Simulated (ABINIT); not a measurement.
# ZnS (Wurtzite-2H): single point with LDA

**Experimental background.**

From a printed reference work, monograph, for a bulk crystal of ZnS at 4 K: band gap 3.911 eV (direct).

Crystal: ZnS (Wurtzite-2H).

```xyz
4
Lattice="3.8110 0.0000 0.0000 -1.9055 3.3004 0.0000 0.0000 0.0000 6.2340" Properties=species:S:1:pos:R:3 pbc="T T T"
Zn    1.9055    1.1001    3.1170
Zn    0.0000    2.2003    0.0000
S     1.9055    1.1001    5.5171
S     0.0000    2.2003    2.4001
```

- Program: ABINIT 10.8.3 (patched build)
- Task: single point
- Functional: LDA
- Potentials or basis: PseudoDojo NC SR LDA v0.4.1 standard
- Cutoff: 980 eV
- k mesh: 6 × 6 × 4
- Occupations: fermi-dirac, width 0.05 eV
- Spin: no spin polarisation

```json
{
 "Largest force": "0.296 eV/Å",
 "Band gap on the k mesh": "1.99 eV, direct",
 "Valence electrons inside the program's atomic spheres": "Zn 18.14; S 3.94"
}
```

Forces on the atoms (eV/Å):
```
Zn   0.000  0.000  0.296
Zn   0.000  0.000  0.296
S    0.000  0.000 -0.296
S    0.000  0.000 -0.296
```

Levels at points of the mesh, in eV from the valence-band top:
```csv
k point,band 22,band 23,band 24,band 25,band 26,band 27,band 28,band 29,band 30,band 31
"(0.00, 0.00, 0.00)",-0.88,-0.88,-0.02,-0.02,0.00,1.99,2.77,6.12,6.12,6.43
"(0.50, 0.00, 0.00)",-4.30,-3.21,-2.28,-1.60,-1.00,3.40,4.07,4.99,6.97,7.23
"(0.00, 0.00, 0.50)",-2.84,-0.47,-0.47,-0.47,-0.47,3.29,3.29,6.56,6.56,6.56
"(0.50, 0.00, 0.50)",-5.00,-1.69,-1.69,-1.56,-1.56,3.39,3.39,4.97,4.97,8.81
```

Run time: 5.1 min on 1 thread of Intel(R) Xeon(R) Processor @ 2.70GHz, with other jobs on the host, peak memory 0.13 GiB.

A measured gap of ZnS is 3.911 eV (direct; 4 K; a printed reference work, monograph); the calculated 1.99 eV misses it by -1.92 eV. The value is that of LDA, without temperature or zero-point motion. Semilocal functionals fall short of measured gaps as a rule.
